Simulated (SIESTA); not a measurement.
An input for SIESTA 5.4.2 (NiSb (Breithauptite)):

The input NiSb.fdf:

```
SystemName                      Breithauptite
SystemLabel                     NiSb
NumberOfSpecies                 2
NumberOfAtoms                   4
%block ChemicalSpeciesLabel
  1  51 Sb
  2  28 Ni
%endblock ChemicalSpeciesLabel

UseStructFile                   true

%block kgrid.MonkhorstPack
    6   0   0  0.0
    0   6   0  0.0
    0   0   4  0.0
%endblock kgrid.MonkhorstPack
XC.Functional                   GGA
XC.Authors                      PBE
PAO.BasisSize                   DZP
PAO.EnergyShift                 0.003 Ry
Mesh.Cutoff                     800 Ry
Spin                            spin-orbit
%block DM.InitSpin
    1   0.000
    2   0.000
    3   1.000
    4   1.000
%endblock DM.InitSpin
OccupationFunction              FD
ElectronicTemperature           0.05 eV
MaxSCFIterations                80
SCF.MustConverge                false
SCF.Mixer.Method                Pulay
SCF.Mixer.Weight                0.1
SCF.Mixer.History               10
SCF.DM.Tolerance                5.0e-05
SCF.H.Tolerance                 1.0e-03 eV
WriteForces                     true
Charge.Mulliken                 end
Charge.Hirshfeld                end
Charge.Voronoi                  end
SaveRho                         true
SaveElectrostaticPotential      true
%block PAO.Basis
  Sb 4
  n=5 0 2
    5.984 0.000
  n=5 1 2
    7.890 0.000
  n=4 2 2
    3.483 0.000
  n=5 2 1
    7.890
  Ni 5
  n=3 0 2
    2.432 0.000
  n=4 0 2
    7.095 0.000
  n=3 1 2
    2.716 0.000
  n=4 1 1
    7.095
  n=3 2 2
    4.466 0.000
%endblock PAO.Basis
```

Contents of NiSb.STRUCT_IN:

```
   3.9280000000     0.0000000000     0.0000000000
  -1.9640000000     3.4017477861     0.0000000000
   0.0000000000     0.0000000000     5.1200000000
4
1  51    0.6666666667     0.3333333333     0.7500000000
1  51    0.3333333333     0.6666666667     0.2500000000
2  28    0.0000000000     0.0000000000     0.5000000000
2  28    0.0000000000     0.0000000000     0.0000000000
```

Potentials or basis: PseudoDojo 0.4 standard (PBE files), DZP (energy shift 0.003 Ry; two zetas on semicore shells).

Launch:

```console
$ siesta NiSb.fdf > NiSb.out 2>&1
```

Question: How does this run end?

Answer: The run stopped without a result. It printed:

NiSb.out:

```text
Version         : 5.4.2

                           ***********************
                           *  WELCOME TO SIESTA  *
                           ***********************

 NOTE: Siesta V5 introduces some new defaults for basis-set generation
 NOTE: which might lead to slightly different numerical results.
 NOTE: Please see the manual for full details and compatibility measures.

[... 126 lines left out ...]
Choosing vlocal chloc cutoff:  3.571672
qtot up to nchloc:   15.00250182
atom: Maximum radius for chlocal:    3.57167
atom: Maximum radius for r*vlocal+2*Zval:    3.57167
Reading KB projs from Sb psml data
The PSML file does not contain lj projs
Stopping Program from Node:    0
The PSML file does not contain lj projs
Stopping Program from Node:    0

Program received signal SIGABRT: Process abort signal.

Backtrace for this error:
```
